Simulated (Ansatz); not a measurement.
`OB(O)C1=CCC=C1` + `CC[SeH]` → `CC[Se]B(O)O` + `C1=CCC=C1`  (ligand exchange at a B–C bond)

Gas-phase electronic energies from Ansatz, PBE0-D4/def2-TZVP geometries. CBS: MP2 limit from def2 TZ/QZ plus the TZ coupled-cluster correction, frozen cores. Functionals use def2-TZVPP. B3LYP here is the variant with VWN-RPA as its local correlation; programs differ in this. For Se outer-core shells are correlated without core-valence functions, which leaves a few kJ/mol of doubt a bond. Scalar relativity is left out up to krypton. Each species was taken in one conformer, which may not be the lowest.

```tsv
level	ΔE (kJ/mol)	difference from CCSD(T)/CBS
PBE-D4	-35.1	1.0
r2SCAN-D4	-36.1	0.0
B3LYP-D4	-31.8	4.3
ωB97X-V	-33.4	2.7
ωB97M-V	-33.0	3.1
B2PLYP	-33.1	3.0
PBE	-34.3	1.8
r2SCAN	-36.2	-0.1
PBE0	-34.5	1.6
B3LYP	-30.2	5.9
HF/def2-TZVPP	-28.3	7.8
SCS-MP2/def2-TZVPP	-35.4	0.7
MP2/def2-QZVPP	-39.8	-3.7
SCS-MP2/def2-QZVPP	-36.0	0.1
MP2/CBS(def2)	-40.9	-4.8
CCSD/CBS(def2)	-34.8	1.3
CCSD(T)/CBS	-36.1	0
```

Largest T1 diagnostic among the species: 0.012.

In def2-TZVPP, CCSD(T) changes the Hartree–Fock value by −6.0 kJ/mol (the triples alone add −1.3 kJ/mol) and MP2 by −10.8 kJ/mol.

CCSD(T)/CBS has its own doubt, a few kJ/mol and more with outer-core shells, so smaller differences from it don't rank the levels.
